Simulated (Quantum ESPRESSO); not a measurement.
The system is BaTe.

```
CELL_PARAMETERS angstrom
0.00000 3.41000 3.41000
3.41000 0.00000 3.41000
3.41000 3.41000 0.00000
ATOMIC_POSITIONS crystal
Ba 0.00000 0.00000 0.00000
Te 0.50000 0.50000 0.50000
```

Base run:

```yaml
Program: Quantum ESPRESSO 7.5
Functional: PBEsol
Potentials_or_basis: GBRV 1.5 PBEsol
Cutoff: 612 eV
Density_cutoff: 4898 eV
k_mesh: 7 × 7 × 7
Occupations: fermi-dirac, width 0.05 eV
Spin: no spin polarisation
```

Its results: band gap on the k mesh 1.34 eV, indirect (least direct gap 1.69 eV); pressure 2.1 GPa.

Problem. The run is repeated on the same cell with these changes: functional from PBEsol to LDA; potentials or basis from GBRV 1.5 PBEsol to GBRV 1.5 LDA. What comes out?

Solution. Band gap on the k mesh 1.31 eV, indirect (least direct gap 1.67 eV); pressure 0.9 GPa.

Caveats: spin-orbit coupling is left out, which moves the levels of the heavy elements; an odd mesh through Γ misses points on the zone boundary, where band edges often lie (some runs); some levels on the path didn't converge (some runs).
